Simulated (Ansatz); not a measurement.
Mo:

```
Mo
1.0
    -1.58381    1.58381    1.58381
     1.58381   -1.58381    1.58381
     1.58381    1.58381   -1.58381
Mo
1
Direct
  0.00000 0.00000 0.00000
```

* Program: Ansatz 0.2.0
* Task: single point
* Functional: PBEsol
* Potentials or basis: all-electron LAPW, scalar-relativistic
* Cutoff: 249 eV (chosen from the basis error)
* Basis error allowed: 0.001 eV/atom
* k mesh: 12 × 12 × 12
* Occupations: fermi-dirac, width 0.05 eV
* Spin: no spin polarisation

On this cell: pressure -9.6 GPa; band gap on the k mesh none (metal or under the smearing width).

The same run follows on a disturbed copy (cell strained at random at fixed volume):

```xyz
1
Lattice="-1.5944 1.5913 1.5845 1.6124 -1.5431 1.5543 1.6066 1.5553 -1.5363" Properties=species:S:1:pos:R:3 pbc="T T T"
Mo   -0.0831   -0.0073   -0.0091
```

What changes?

The energy (extrapolated to zero smearing) moves by +12.2 meV/atom; pressure -9.4 GPa; band gap on the k mesh none (metal or under the smearing width).

Stress tensor (GPa, compression positive):
```
-14.63  -0.80  -1.21
 -0.80  -7.18  -3.07
 -1.21  -3.07  -6.28
```
